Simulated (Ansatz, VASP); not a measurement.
Two plane-wave programs on H

The input INCAR:

```
SYSTEM = H
PREC = Accurate
ENCUT = 520
EDIFF = 1E-6
ISMEAR = 0
SIGMA = 0.05
LREAL = .FALSE.
LASPH = .TRUE.
NELM = 60
ALGO = Normal
ISIF = 2
LWAVE = .FALSE.
LCHARG = .FALSE.
GGA = PS
NBANDS = 6
```

The input KPOINTS:

```
regular mesh
0
G
  12 12 30
  0 0 0
```

The input POSCAR:

```
H
1.0
    2.6496387389      0.0000000000      0.0000000000
    0.0000000000      2.6496387389      0.0000000000
    0.0000000000      0.0000000000      0.9804929200
H
1
Direct
    0.0000000000      0.0000000000      0.5000000000
```

Input for Ansatz:

```yaml
crystal:
  lattice:
    - [2.6496387389, 0.0, 0.0]
    - [0.0, 2.6496387389, 0.0]
    - [0.0, 0.0, 0.98049292]
  atoms:
    - { symbol: H, position: [0.0, 0.0, 0.5] }
basis:
  ecutwfc: 420
kpoints:
  mp_grid: { grid: [12, 12, 30] }
hamiltonian:
  xc: pbesol
scf:
  occupations: { method: gaussian, width: 0.05 }
output:
  forces: true
  stress: true
  eigenvalues: true
```

Alike in both runs: task single point; functional PBEsol; k mesh 12 × 12 × 30; occupations gaussian, width 0.05 eV; no spin polarisation.

|  | VASP | Ansatz |
| --- | --- | --- |
| version | VASP 6.6.1 | Ansatz 0.2.0 |
| potentials or method | VASP PAW PBE potentials, release 64 (H) | scalar-relativistic, plane waves, PAW |
| plane-wave cutoff (eV) | 520 | 420 |
| valence electrons in the cell | 1 | 1 |

|  | VASP | Ansatz | Ansatz less VASP |
| --- | --- | --- | --- |
| gap on the k mesh at the Fermi level (eV) | none | none | - |
| pressure (GPa) | 1.6 | 1.9 | +0.25 |
| largest component of the traceless stress (GPa) | 0.78 | 0.74 | -0.041 |

A gap of «none» marks a metal or a gap that the smearing closes.

Caveats: the PAW data sets were made with another functional, which shifts forces and pressure a little (VASP).
